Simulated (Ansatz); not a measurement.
# Orbital-resolved density of states of CaF2

```
CELL_PARAMETERS angstrom
0.00000 2.75547 2.75547
2.75547 0.00000 2.75547
2.75547 2.75547 0.00000
ATOMIC_POSITIONS crystal
Ca 0.00000 0.00000 0.00000
F 0.25000 0.25000 0.25000
F 0.75000 0.75000 0.75000
```

Atoms are numbered in the order listed.

The cell was built from the fluorite type and relaxed in the same program, and has space group Fm-3m; it needn't be a known or the stable phase.

These are results of DFT, PBE, all-electron LAPW, scalar-relativistic (Ansatz 0.2.0), not measurements.

Sampling and basis: a Γ-centred 12×12×12 k mesh, Fermi–Dirac smearing of 0.03 eV, basis error target 1 meV/atom, no spin polarisation.

States per eV for one atom of each kind, in 0.4 eV bins named by their centres, from the valence-band top, projected on a minimal set of Löwdin-orthogonalised atomic shells; orbitals are real harmonics on the Cartesian axes, equal curves share a column, and empty bins are left out, as is all above 8.8 eV, near the top of the computed bands.

F2 2p:

```
# E all pz=px=py
-2.7 0.05 0.02
-2.3 0.67 0.22
-1.9 3.23 1.08
-1.5 2.77 0.92
-1.1 1.60 0.53
-0.7 2.53 0.84
-0.3 3.55 1.18
0.1 0.10 0.03
8.1 0.02 0.01
8.5 0.05 0.02
```

Ca1 4s:

```
# E all
-2.7 0.01
-2.3 0.09
-1.9 0.09
-1.5 0.08
-1.1 0.04
-0.7 0.02
-0.3 0.01
7.3 0.03
7.7 0.08
8.1 0.19
8.5 0.46
```
